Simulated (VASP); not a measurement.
Set up this calculation in VASP 6.6.1, as the native input.

```
Task                   : relaxation of cell and atoms
Functional             : PBEsol
Potentials or basis    : VASP PAW PBE potentials, release 64 (Si, O)
Cutoff                 : 600 eV
k mesh                 : 2 × 2 × 3
Occupations            : gaussian, width 0.02 eV
Spin                   : no spin polarisation
Further INCAR settings : ALGO = Fast; EDIFF = 1e-06; IBRION = 2; EDIFFG = -0.01; NSW = 60; ISIF = 3
```

The structure of SiO2 lies in POSCAR:

```
SiO2
1.0
    4.1474130400      0.0000000000      0.0000000000
    0.0000000000      4.1474130400      0.0000000000
    0.0000000000      0.0000000000      2.7037501700
Si O
2 4
Direct
    0.5000000000      0.5000000000      0.5000000000
    0.0000000000      0.0000000000      0.0000000000
    0.6942292300      0.6942292300      0.0000000000
    0.8057707700      0.1942292300      0.5000000000
    0.3057707700      0.3057707700      0.0000000000
    0.1942292300      0.8057707700      0.5000000000
```

One way to write it, as run:

INCAR

```
  ALGO = Fast
  EDIFF = 1E-6
  EDIFFG = -0.01
  ENCUT = 600
  GGA = PS
  IBRION = 2
  ISIF = 3
  ISMEAR = 0
  KPAR = 2
  LASPH = T
  LCHARG = F
  LREAL = F
  LWAVE = F
  NELM = 80
  NSW = 60
  PREC = Accurate
  SIGMA = 0.02
```

KPOINTS

```
k-points
0
Gamma
  2 2 3
```

Potentials or basis: VASP PAW PBE potentials, release 64 (Si, O).

The run is started by

```console
$ cat potpaw_PBE.64/Si/POTCAR potpaw_PBE.64/O/POTCAR > POTCAR
$ mpirun -np 2 vasp_std > vasp.out
```

Results of the run:

```json
{
 "Relaxed volume": "7.85 Å³/atom",
 "Relaxed cell": "a = 4.183 Å, b = 4.183 Å, c = 2.693 Å, α = 90.00°, β = 90.00°, γ = 90.00°",
 "Space group after relaxing (to 0.05 Å)": "P4_2/mnm (No. 136)",
 "Energy gained by relaxing": "2.2 meV/atom",
 "Ionic steps": "6",
 "Pressure after relaxing": "0.0 GPa",
 "Largest force after relaxing": "0.010 eV/Å",
 "Band gap on the k mesh": "5.32 eV, direct"
}
```

Caveat: the k mesh is coarse (spacing up to 0.77 Å⁻¹), so the values aren't converged; the PAW data sets were made with another functional, which shifts forces and pressure a little.

Run time: 22 s on 2 MPI ranks on Intel(R) Xeon(R) Platinum 8375C CPU @ 2.90GHz (Ice Lake), on a shared host, peak memory 0.16 GiB a rank.
